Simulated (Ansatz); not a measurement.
# Ru (reference phase): the cost of one run

Computed with Ansatz 0.2.0 (DFT LDA, with the methods named in each step, unless a step's input says otherwise).

### Step 1. Starting point

The structure is hexagonal, space group P6_3/mmc (No. 194). Conventional cell: a = 2.704 Å, b = 2.704 Å, c = 4.282 Å, α = 90.00°, β = 90.00°, γ = 120.00°. Ru (site symmetry -6m2) is surrounded by 12 Ru at 2.65 to 2.70 Å.

Structure file:

```cif
data_structure
_symmetry_space_group_name_H-M 'P 1'
_symmetry_Int_Tables_number 1
_cell_length_a 2.7039
_cell_length_b 2.7039
_cell_length_c 4.2817
_cell_angle_alpha 90.000
_cell_angle_beta 90.000
_cell_angle_gamma 120.000
_cell_volume 27.11
loop_
_atom_site_label
_atom_site_type_symbol
_atom_site_fract_x
_atom_site_fract_y
_atom_site_fract_z
_atom_site_occupancy
Ru1 Ru 0.33333 0.66667 0.25000 1
Ru2 Ru 0.66667 0.33333 0.75000 1
```

Atoms are numbered in the order of the input: Ru1, Ru2.

### Step 2. Relaxed, PAW

input.yaml reads:

```yaml
crystal:
  lattice:
    - [2.70389, 0.0, 0.0]
    - [-1.351945, 2.341637429, 0.0]
    - [0.0, 0.0, 4.28168]
  atoms:
    - { symbol: Ru, position: [0.3333333333, 0.6666666667, 0.25] }
    - { symbol: Ru, position: [0.6666666667, 0.3333333333, 0.75] }
kpoints:
  mp_grid: { grid: [21, 21, 12] }
scf:
  occupations: { method: fermi_dirac, width: 0.05 }
hamiltonian:
  xc: lda
  pseudopotentials: { kind: paw }
output:
  forces: true
  stress: true
relax:
  f_tol: 0.003
  max_steps: 80
  cell: {}
```

Launch:

```sh
ansatz run input.yaml --threads 1 --pin off --max-ram 3072MiB --backend cpu --events-out ev --progress --plain --runs-dir out
```

What time and memory should one allow on 1 thread of Arm Neoverse V2, shared host?

About 32 s, with a peak of 0.41 GiB.
